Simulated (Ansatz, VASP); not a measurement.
**Cu: VASP beside Ansatz**

The input INCAR:

```
PREC = Accurate ; ENCUT = 520
EDIFF = 1E-7 ; ISMEAR = -1
SIGMA = 0.05 ; LREAL = False
LASPH = True ; NELM = 60
ALGO = Normal ; ISIF = 2
LWAVE = False ; LCHARG = False
NBANDS = 18
```

File KPOINTS:

```
Automatic mesh
0
Gamma
  14 14 7
```

File POSCAR:

```
Cu
1.0
    2.5340966700      0.0000000000      0.0000000000
   -1.2670483300      2.1945920900      0.0000000000
    0.0000000000      0.0000000000      4.1125710000
Cu
2
Direct
    0.3333333300      0.6666666700      0.2500000000
    0.6666666700      0.3333333300      0.7500000000
```

Input for Ansatz:

```yaml
crystal:
  lattice:
    - [2.53409667, 0.0, 0.0]
    - [-1.26704833, 2.19459209, 0.0]
    - [0.0, 0.0, 4.112571]
  atoms:
    - { symbol: Cu, position: [0.33333333, 0.66666667, 0.25] }
    - { symbol: Cu, position: [0.66666667, 0.33333333, 0.75] }
kpoints:
  mp_grid:
    grid: [14, 14, 7]
hamiltonian:
  xc: lda
  pseudopotentials:
    kind: paw
scf:
  occupations:
    method: fermi_dirac
    width: 0.05
output:
  forces: true
  stress: true
  eigenvalues: true
```

This isn't the form of Cu at room conditions, which is fcc.

Alike in both runs: task single point; functional LDA; k mesh 14 × 14 × 7; occupations fermi-dirac, width 0.05 eV; no spin polarisation.

|  | VASP | Ansatz |
| --- | --- | --- |
| version | VASP 6.6.1 | Ansatz 0.2.0 |
| potentials or method | VASP PAW LDA potentials, release 64 (Cu) | plane waves, PAW |
| plane-wave cutoff (eV) | 520 | 420 |
| valence electrons in the cell | 22 | 38 |

|  | VASP | Ansatz | Ansatz less VASP |
| --- | --- | --- | --- |
| gap on the k mesh at the Fermi level (eV) | none | none | - |
| pressure (GPa) | -7.1 | -7.9 | -0.84 |
| largest component of the traceless stress (GPa) | 0.60 | 0.61 | +0.010 |

A gap of «none» marks a metal or a gap that the smearing closes. The two sets of potentials don't hold the same shells in valence.
